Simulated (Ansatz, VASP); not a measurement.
# Al2Cu in VASP and in Ansatz

```
CELL_PARAMETERS angstrom
4.10518 0.00000 0.00000
0.00000 4.10518 0.00000
0.00000 0.00000 2.89131
ATOMIC_POSITIONS crystal
Al 0.50000 0.00000 0.50000
Al 0.00000 0.50000 0.50000
Cu 0.00000 0.00000 0.00000
```

The cell comes from a database or a generator and needn't be the stable form of this composition.

Alike in both runs: task single point; functional PBEsol; k mesh 4 × 4 × 6; occupations gaussian, width 0.1 eV; no spin polarisation.

|  | VASP | Ansatz |
| --- | --- | --- |
| version | VASP 6.6.1 | Ansatz 0.2.0 |
| potentials or method | VASP PAW PBE potentials, release 64 (Al, Cu) | scalar-relativistic, plane waves, PAW |
| plane-wave cutoff (eV) | 520 | 420 |
| valence electrons in the cell | 17 | 25 |

```csv
,VASP,Ansatz,Ansatz less VASP
gap on the k mesh at the Fermi level (eV),none,none,-
pressure (GPa),-2.1,-2.4,-0.28
largest component of the traceless stress (GPa),1.93,1.89,-0.037
```

A gap of «none» marks a metal or a gap that the smearing closes. The two sets of potentials don't hold the same shells in valence. Ansatz warned: «pseudo_functional_mismatch».

Caveats: the k mesh is coarse (spacing up to 0.38 Å⁻¹), so the values aren't converged; the PAW data sets were made with another functional, which shifts forces and pressure a little (VASP).
